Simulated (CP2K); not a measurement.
## Ag under changes of volume

One of the cells (17.048 Å³/atom); the others are scaled copies at fixed shape and fractional positions:

```
CELL_PARAMETERS angstrom
2.88888 0.00000 0.00000
1.44444 2.50185 0.00000
1.44444 0.83395 2.35876
ATOMIC_POSITIONS crystal
Ag 0.00000 0.00000 0.00000
```

| Property | Result |
| --- | --- |
| Program | CP2K 2026.2 |
| Functional | PBEsol |
| Potentials or basis | POTENTIAL_UZH Ag GTH-PBE-q11; TZVP-MOLOPT-PBE-GTH basis |
| Density cutoff | 6123 eV |
| k mesh | 11 × 11 × 11 |
| Occupations | fermi-dirac, width 0.05 eV |
| Spin | no spin polarisation |

```csv
volume (Å³/atom),energy over the lowest point (meV/atom),pressure (GPa)
16.025,11.05,5.6
16.366,2.51,2.6
16.707,0.00,0.0
17.048,2.74,-2.3
17.389,?,?
17.730,21.31,-6.0
18.071,35.92,-7.5
```

What does the run at 17.389 Å³/atom give?

Energy over the lowest point 10.06 meV/atom; pressure -4.3 GPa.

Worked out: A Birch-Murnaghan fit of order 3 (a polynomial in V^(-2/3)) to the other rows has its minimum at 16.69 Å³/atom with B0 = V·E''(V) = 121 GPa and B' = 6.0. It gives 10.06 meV/atom at 17.389 Å³/atom, against the run's 10.06, and -dE/dV = -4.4 GPa, against -4.3.

Energies are extrapolated to zero smearing.

Caveats: the potentials were made for another functional, which shifts forces and pressure; the basis of atomic orbitals isn't converged, which shifts pressures, moduli and gaps.
